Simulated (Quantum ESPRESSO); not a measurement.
# Ca under changes of volume

One of the cells (43.632 Å³/atom); the others are scaled copies at fixed shape and fractional positions:

```
Ca
1.0
     0.00000    2.79420    2.79420
     2.79420    0.00000    2.79420
     2.79420    2.79420    0.00000
Ca
1
Direct
  0.00000 0.00000 0.00000
```

* Program: Quantum ESPRESSO 7.5
* Functional: rev-vdW-DF2
* Potentials or basis: PseudoDojo 0.4.1 SR PBE standard
* Cutoff: 925 eV
* Density cutoff: 3701 eV
* k mesh: 8 × 8 × 8
* Occupations: fermi-dirac, width 0.05 eV
* Spin: no spin polarisation

```tsv
volume (Å³/atom)	energy over the lowest point (meV/atom)	pressure (GPa)
41.014	0.00	-0.2
41.886	2.06	-0.6
42.759	5.93	-0.9
43.632	11.44	-1.2
44.504	18.43	-1.4
45.377	26.75	-1.6
46.250	?	?
```

What does the run at 46.250 Å³/atom give?

Energy over the lowest point 36.26 meV/atom; pressure -1.9 GPa.

Worked out: A Birch-Murnaghan fit of order 3 (a polynomial in V^(-2/3)) to the other rows has its minimum at 40.55 Å³/atom, just outside them, with B0 = V·E''(V) = 18.1 GPa and B' = 3.8. It gives 36.28 meV/atom at 46.250 Å³/atom, against the run's 36.26, and -dE/dV = -1.9 GPa, against -1.9.

Energies are extrapolated to zero smearing.

Caveats: the potentials were made for another functional, which shifts forces and pressure.
